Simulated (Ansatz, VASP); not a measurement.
One calculation of CoO, two programs

```
Co O
1.0
     0.00000    2.13784    2.13784
     2.13784    0.00000    2.13784
     2.13784    2.13784    0.00000
Co O
1 1
Cartesian
  0.0000 0.0000 0.0000
  2.1378 2.1378 2.1378
```

Change from the starting cell: volume scaled by 1.02, PAW files.

Alike in both runs: task electric field gradients; functional PBE; k mesh 13 × 13 × 13; occupations fermi-dirac, width 0.08 eV; collinear spin.

```csv
,VASP,Ansatz
version,VASP 6.6.1,Ansatz 0.2.0
potentials or method,"VASP PAW PBE potentials, release 64 (Co, O)","PAW with Ansatz's default frozen-core files, scalar-relativistic"
plane-wave cutoff (eV),520,420
valence electrons in the cell,15,23
```

VASP gave:

```
pressure (GPa)                                                 : -3.8
net moment per atom (μB)                                       : 1.45
size of the moment on the site where the two differ most (μB)  : 2.55
Vzz of the field gradient on the site that differs most (V/Å²) : 0.0
```

Task: Estimate Ansatz's values.

Result: Pressure (GPa): -3.2; net moment per atom (μB): 1.46; size of the moment on the site where the two differ most (μB): 2.49; Vzz of the field gradient on the site that differs most (V/Å²): 0.0.

Site moments also hang on the region over which each program counts them. The functional is the same, so the differences come from potentials, cutoffs and numerics. The two sets of potentials don't hold the same shells in valence.

Caveats: a cell with one magnetic atom can't hold antiferromagnetic order, which such compounds often take.
